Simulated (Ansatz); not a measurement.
## P: the change of energy less free atoms and pressure with volume scale

Periodic Kohn-Sham DFT of a crystal at fixed atoms, scaled to volume_scale times the given cell; pressure positive in compression, energy less spherical unpolarised free atoms, largest_vzz the field gradient of largest size among the nuclei. The results are calculated, by Ansatz 0.2.0.

The cell before it is scaled or strained (space group Fd-3m, No. 227):
```
cell vectors (Å)
   0.0000     2.7402     2.7402
   2.7402     0.0000     2.7402
   2.7402     2.7402     0.0000
atoms (fractions of the cell vectors)
P   0.00000  0.00000  0.00000
P   0.25000  0.25000  0.25000
```

Settings of every row: method all-electron LAPW; functional PBE; relativity scalar; k mesh 11x11x11; filling fermi-dirac; smearing width 0.08 eV; basis error target 0.5 meV/atom; nucleus gaussian.

Atom start moment: 0 on all atoms.

Limits: the cell comes from a prototype or a list of computed structures and needn't be the stable phase.

```csv
row,volume scale,V (Å³/atom),energy less free atoms (eV/atom),pressure (GPa)
1,0.9405,19.351,-4.8076,2.999
2,0.98,20.164,?,?
3,1,20.574,-4.8186,0.031
4,1.02,20.987,-4.8176,-0.796
5,1.06,21.81,-4.8095,-2.294
```

Question: what energy less free atoms and pressure should row 2 give?

Worked fit of energy less free atoms. Take u = (V_r/V)^(2/3) − 1 with V_r = 20.78 Å³ an atom, which is twice the finite (Eulerian) strain; such expansions in the strain, on which the Birch-Murnaghan equation of state is built, carry the rest volume and the bulk modulus. The shown rows have u = 0.04864, 0.00666, -0.00659, -0.03174. Least squares give energy less free atoms = −4.81837 − 0.0814 × u + 6.227 × u² eV/atom; a straight line predicts inner rows, each left out in turn, worse (root mean square 0.0063 against 7.7e-05 eV/atom). All shown rows lie on it to the printed digit. Its lowest point lies at u = 0.0065, or V = 20.58 Å³ an atom, and the curvature there gives the bulk modulus at fixed shape and fractions, B = (4/9)(1 + u)² E″(u)/V = 43.7 GPa. The withheld row has u = 0.02026, so the fit gives −4.81837 − 0.0814 × (0.02026) + 6.227 × (0.02026)² = -4.8175 eV/atom.

The calculation gave -4.8174 eV/atom. The fit lies 0.0001 eV/atom (0.91 % of the column's range) below it, one unit of the last digit.

Worked fit of pressure. Take u = (V_r/V)^(2/3) − 1 with V_r = 20.78 Å³ an atom, which is twice the finite (Eulerian) strain; such expansions in the strain, on which the Birch-Murnaghan equation of state is built, carry the rest volume and the bulk modulus. The shown rows have u = 0.04864, 0.00666, -0.00659, -0.03174. Least squares give pressure = −0.3907 + 63.754 × u + 121.65 × u² GPa; a straight line predicts inner rows, each left out in turn, worse (root mean square 0.12 against 0.019 GPa). The rows lie off it by 0.001, -0.008, 0.010, -0.002 (root mean square 0.0065 GPa). The pressure vanishes at u = 0.0061, or V = 20.59 Å³ an atom, and there the bulk modulus at fixed shape and fractions is B = −V dP/dV = (2/3)(1 + u) dP/du = 43.7 GPa. The withheld row has u = 0.02026, so the fit gives −0.3907 + 63.754 × (0.02026) + 121.65 × (0.02026)² = 0.951 GPa.

The calculation gave 0.93 GPa. The fit lies 0.021 GPa (2.3 % of the value, 0.4 % of the column's range) above it; its largest miss of a shown row is 0.010 GPa.
